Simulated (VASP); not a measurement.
# Sb (R-3m) in VASP: notebook

Runs on Sb. Level: PBE. Tasks: single point.

All numbers are computed with VASP 6.6.1; they aren't measurements. Logs are shortened: lines on timing, memory, paths and dates and some standing lists are left out, and cuts for length are marked.

## Step 1: The structure

It takes space group R-3m (No. 166, trigonal). The conventional cell has a = 4.308 Å, b = 4.308 Å, c = 11.274 Å, α = 90.00°, β = 90.00°, γ = 120.00°. Sb (site symmetry 3m) has 3 Sb at 2.91 Å as nearest neighbours.

## Step 2: Single point, PBE

Input file INCAR:

```
PREC = Accurate ; ENCUT = 520
EDIFF = 1E-6 ; ISMEAR = 0
SIGMA = 0.05 ; LREAL = False
LASPH = True ; NELM = 60
ALGO = Normal ; ISIF = 2
LWAVE = False ; LCHARG = False
GGA = PE ; NBANDS = 12
```

Input file KPOINTS:

```
regular mesh
0
Gamma
  8 8 8
```

Input file POSCAR:

```
Sb
4.5067
    0.477999423081      0.275973095591      0.833869571971
   -0.477999423081      0.275973095591      0.833869571971
    0.000000000000     -0.551946191182      0.833869571971
Sb
2
Direct
    0.7665100000      0.7665100000      0.7665100000
    0.2334900000      0.2334900000      0.2334900000
```

Potentials or basis: VASP PAW PBE potentials, release 64 (Sb).

On the command line:

```
> cat potpaw_PBE.64/Sb/POTCAR > POTCAR
> mpirun -np 1 vasp_std > vasp.out
```

OUTCAR:

```text
PREC = Accurate
   ENCUT = 520
   EDIFF = 1E-6
   ISMEAR = 0
   LREAL = False
   LASPH = True
   NELM = 60
   ISIF = 2
   GGA = PE

 ion  position               nearest neighbor table
   1  0.767  0.767  0.767-   2 2.91   2 2.91   2 2.91   2 3.35   2 3.35   2 3.35
   2  0.233  0.233  0.233-   1 2.91   1 2.91   1 2.91   1 3.35   1 3.35   1 3.35

  LATTYP: Found a trigonal (rhomboedric) cell.
 ALAT       =     4.5066618304
 COS(alpha) =     0.5430253624

  Lattice vectors:

 A1 = (   2.1542000000,   1.2437279499,   3.7580000000)
 A2 = (  -2.1542000000,   1.2437279499,   3.7580000000)
 A3 = (   0.0000000000,  -2.4874558998,   3.7580000000)

Analysis of symmetry for initial positions (statically):
=====================================================================
 Subroutine PRICEL returns:
 Original cell was already a primitive cell.

 Routine SETGRP: Setting up the symmetry group for a
 trigonal (rhombohedral) supercell.

 Subroutine GETGRP returns: Found 12 space group operations
 (whereof 12 operations were pure point group operations)
 out of a pool of 12 trial point group operations.

The static configuration has the point symmetry D_3d.

Analysis of symmetry for dynamics (positions and initial velocities):
=====================================================================
 Subroutine PRICEL returns:
 Original cell was already a primitive cell.

 Routine SETGRP: Setting up the symmetry group for a
 trigonal (rhombohedral) supercell.

 Subroutine GETGRP returns: Found 12 space group operations
 (whereof 12 operations were pure point group operations)
 out of a pool of 12 trial point group operations.

The dynamic configuration has the point symmetry D_3d.

 Subroutine INISYM returns: Found 12 space group operations
 (whereof 12 operations are pure point group operations),
 and found     1 'primitive' translations

----------------------------------------------------------------------------------------

                                     Primitive cell

  volume of cell :      60.4115

  direct lattice vectors                    reciprocal lattice vectors
     2.154200000  1.243727950  3.758000000     0.232104726  0.134005726  0.088699663
    -2.154200000  1.243727950  3.758000000    -0.232104726  0.134005726  0.088699663
     0.000000000 -2.487455900  3.758000000     0.000000000 -0.268011452  0.088699663

  length of vectors
     4.506661830  4.506661830  4.506661830     0.282307932  0.282307932  0.282307932

[... 116 lines left out ...]
   PSTRESS=    0.0 pullay stress
   NELECT =      10.0000    total number of electrons
   NUPDOWN=      -1.0000    fix difference up-down
   EMIN   =  10.00;   EMAX   =-10.00  energy-range for DOS
   EFERMI =   0.00;   METHOD = LEGACY
   ISMEAR =     0;   SIGMA  =   0.05  broadening in eV -4-tet -1-fermi 0-gaus
   EFERMI_NEDOS =   21; number of points for ismear=-14 and -15
   IALGO  =     38    algorithm
   IMIX   =      4    mixing-type and parameters
     AMIX     =   0.40;   BMIX     =  1.00
     AMIX_MAG =   1.60;   BMIX_MAG =  1.00
  volume/ion in A,a.u.               =      30.21       203.84
  Fermi-wavevector in a.u.,A,eV,Ry     =   0.898880  1.698637 10.993305  0.807985
  Thomas-Fermi vector in A             =   2.021644
   LORBIT       =      0    0 simple, 1 ext, 2 COOP (PROOUT), +10 PAW based schemes
   GGA     = PE    functional components
   LHFCALC =     F    Hartree Fock is set to
   AEXX    =    0.0000 exact exchange contribution
   IVDW    =     0    specifies the selected vdW correction
   LEPSILON=     F    determine dielectric tensor
   LRPA    =     F    only Hartree local field effects (RPA)
 non-spin polarized calculation
 Gauss-broadening in eV      SIGMA  =   0.05
  energy-cutoff  :      520.00
  volume of cell :       60.41
 maximum number of plane-waves:      1638
 NGX is ok and might be reduce to    36
   NGX = 17   NGY = 17   NGZ = 17

 number of electron      10.0000000 magnetization

 Free energy of the ion-electron system (eV)
  ---------------------------------------------------
  ext. energy  EPLUGINS =         0.00000000
  ---------------------------------------------------
  free energy    TOTEN  =        -8.25649388 eV

  energy without entropy =       -8.25592465  energy(sigma->0) =       -8.25620926

 E-fermi :   7.3835     XC(G=0):  -9.5309

 val. band max:        7.3782658067   @ k =   0.3750   0.1250   0.1250
 cond. band min:       7.4202962013   @ k =   0.5000   0.5000   0.5000
 fundamental gap:      0.0420303946
 Fermi energy:         7.3835403224

 k-point     1 :       0.0000    0.0000    0.0000
  band No.  band energies     occupation
      1      -5.4390      2.00000
      2       2.4906      2.00000
      3       5.2199      2.00000
      4       5.4837      2.00000
      5       5.4837      2.00000
      6       9.3478      0.00000
      7       9.9803      0.00000
      8       9.9803      0.00000
      9      12.3692      0.00000
     10      12.3692      0.00000
     11      12.5299      0.00000
     12      13.8744      0.00000
[... 571 lines left out ...]
 k-point    40 :       0.5000    0.5000    0.1250
  band No.  band energies     occupation
      1      -3.2621      2.00000
      2      -0.7535      2.00000
      3       1.9603      2.00000
      4       3.8100      2.00000
      5       4.0393      2.00000
      6       9.2160      0.00000
      7      11.5189      0.00000
      8      12.3600      0.00000
      9      13.4951      0.00000
     10      16.3969      0.00000
     11      16.4587      0.00000
     12      16.8723      0.00000

 [... further k-points ...]

------------------------ aborting loop because EDIFF is reached ----------------------------------------

  FORCE on cell =-STRESS in cart. coord.  units (eV):
  Direction    XX          YY          ZZ          XY          YZ          ZX
  --------------------------------------------------------------------------------------
  -------------------------------------------------------------------------------------
  Total        1.1357590      1.1357590      0.8606882      0.0000000     -0.0000000      0.0000000
  in kB       30.1215513     30.1215513     22.8263784      0.0000000     -0.0000000      0.0000000
  external PRESSURE =      27.6898270 kB  Pullay stress =       0.0000000 kB

 VOLUME and BASIS-vectors are now :
 -----------------------------------------------------------------------------
  energy-cutoff  :      520.00
  volume of cell :       60.41
      direct lattice vectors                 reciprocal lattice vectors
     2.154200000  1.243727950  3.758000000     0.232104726  0.134005726  0.088699663
    -2.154200000  1.243727950  3.758000000    -0.232104726  0.134005726  0.088699663
     0.000000000 -2.487455900  3.758000000     0.000000000 -0.268011452  0.088699663

 POSITION                                       TOTAL-FORCE (eV/Angst)
 -----------------------------------------------------------------------------------
      0.00000      0.00000      8.64163         0.000000      0.000000     -0.188379
      0.00000      0.00000      2.63237         0.000000     -0.000000      0.188379
 -----------------------------------------------------------------------------------
    total drift:                                0.000000     -0.000000     -0.000000

  FREE ENERGIE OF THE ION-ELECTRON SYSTEM (eV)
  ---------------------------------------------------
  free  energy   TOTEN  =        -8.2564938770 eV

  energy  without entropy=       -8.2559246480  energy(sigma->0) =       -8.25620926
```

Run time: 19 s. Hardware: 1 thread of Intel Xeon 6975P-C (Granite Rapids), shared host; peak memory 0.21 GiB.

Results:

- Free energy: -8.2565 eV
- Pressure: 2.8 GPa
- Largest force: 0.188 eV/Å
- Band gap on the k mesh: none (metal or under the smearing width)

Forces in eV/Å, atoms in the order of the input:
```
Sb   0.000  0.000 -0.188
Sb   0.000  0.000  0.188
```

Stress tensor (GPa, compression positive):
```
3.01 0.00 0.00
0.00 3.01 0.00
0.00 0.00 2.28
```

The run has no spin-orbit coupling, so splittings on Sb are missing.

## Step 3: Single point, PBE

Input file run.py:

```python
from ase.calculators.vasp import Vasp
from ase.dft.bandgap import bandgap
from ase.io import read

atoms = read('Sb.cif', primitive_cell=True, subtrans_included=False)
calc = Vasp(
    directory='calc',
    xc='pbe',
    pp='PBE',
    setups='materialsproject',
    prec='Accurate',
    encut=520,
    ediff=1e-06,
    ismear=0,
    sigma=0.05,
    lreal=False,
    lasph=True,
    nelm=60,
    algo='Fast',
    isif=2,
    lwave=False,
    lcharg=False,
    kpts=[8, 8, 8],
    gamma=True,
    nbands=12,
)
atoms.calc = calc

print('energy (eV):', atoms.get_potential_energy())
print('free energy (eV):', atoms.get_potential_energy(force_consistent=True))
print('forces (eV/A):')
print(atoms.get_forces())
print('stress (eV/A^3, Voigt):', atoms.get_stress())
print('Fermi level (eV):', calc.get_fermi_level())
gap, top, bottom = bandgap(calc)
print('band gap (eV):', gap, 'from (spin, k, band)', top, 'to', bottom)
```

Input file Sb.cif:

```cif
data_Sb
_cell_length_a 4.30840000
_cell_length_b 4.30840000
_cell_length_c 11.27400000
_cell_angle_alpha 90.00000000
_cell_angle_beta 90.00000000
_cell_angle_gamma 120.00000000
_space_group_name_H-M_alt 'R-3m'
_space_group_name_Hall '-R 3 2"'
_space_group_IT_number 166
loop_
_space_group_symop_operation_xyz
'x,y,z'
'-x,-y,-z'
'-y,x-y,z'
'y,-x+y,-z'
'-x+y,-x,z'
'x-y,x,-z'
'y,x,-z'
'-y,-x,z'
'x-y,-y,-z'
'-x+y,y,z'
'-x,-x+y,-z'
'x,x-y,z'
'x+2/3,y+1/3,z+1/3'
'-x+2/3,-y+1/3,-z+1/3'
'-y+2/3,x-y+1/3,z+1/3'
'y+2/3,-x+y+1/3,-z+1/3'
'-x+y+2/3,-x+1/3,z+1/3'
'x-y+2/3,x+1/3,-z+1/3'
'y+2/3,x+1/3,-z+1/3'
'-y+2/3,-x+1/3,z+1/3'
'x-y+2/3,-y+1/3,-z+1/3'
'-x+y+2/3,y+1/3,z+1/3'
'-x+2/3,-x+y+1/3,-z+1/3'
'x+2/3,x-y+1/3,z+1/3'
'x+1/3,y+2/3,z+2/3'
'-x+1/3,-y+2/3,-z+2/3'
'-y+1/3,x-y+2/3,z+2/3'
'y+1/3,-x+y+2/3,-z+2/3'
'-x+y+1/3,-x+2/3,z+2/3'
'x-y+1/3,x+2/3,-z+2/3'
'y+1/3,x+2/3,-z+2/3'
'-y+1/3,-x+2/3,z+2/3'
'x-y+1/3,-y+2/3,-z+2/3'
'-x+y+1/3,y+2/3,z+2/3'
'-x+1/3,-x+y+2/3,-z+2/3'
'x+1/3,x-y+2/3,z+2/3'
loop_
_atom_site_label
_atom_site_type_symbol
_atom_site_symmetry_multiplicity
_atom_site_Wyckoff_symbol
_atom_site_fract_x
_atom_site_fract_y
_atom_site_fract_z
_atom_site_occupancy
Sb1 Sb 6 c 0.0000000000 0.0000000000 0.7665100000 1
```

Potentials or basis: VASP PAW PBE potentials, release 64 (Sb).

On the command line:

```
> python run.py
```

Wall time 26 s (1 thread of Intel Xeon 6975P-C (Granite Rapids), shared host); peak memory 0.21 GiB.

It converged, with:

```yaml
Free_energy: -8.2565 eV
Pressure: 2.8 GPa
Largest_force: 0.188 eV/Å
Band_gap_on_the_k_mesh: none (metal or under the smearing width)
```

Forces on the atoms (eV/Å):
```
Sb   0.000  0.000 -0.188
Sb   0.000  0.000  0.188
```

Stress tensor (GPa, compression positive):
```
3.01 0.00 0.00
0.00 3.01 0.00
0.00 0.00 2.28
```

Levels at points of the mesh, in eV from the Fermi level:
| k point | band 1 | band 2 | band 3 | band 4 | band 5 | band 6 | band 7 | band 8 | band 9 | band 10 |
| --- | --- | --- | --- | --- | --- | --- | --- | --- | --- | --- |
| (0.00, 0.00, 0.00) | -12.82 | -4.89 | -2.16 | -1.90 | -1.90 | 1.96 | 2.60 | 2.60 | 4.99 | 4.99 |
| (0.50, 0.00, 0.00) | -10.46 | -9.73 | -2.05 | -1.92 | -0.38 | -0.31 | 0.10 | 0.41 | 7.47 | 8.10 |
| (0.50, 0.50, 0.00) | -10.46 | -8.10 | -5.53 | -3.85 | -3.76 | 1.42 | 4.84 | 5.43 | 6.84 | 8.59 |
| (0.50, 0.50, 0.50) | -11.29 | -9.07 | -1.42 | -1.42 | -0.58 | 0.04 | 0.04 | 1.04 | 6.90 | 8.55 |

The run has no spin-orbit coupling, so splittings on Sb are missing.

[end of part 1 of 2]
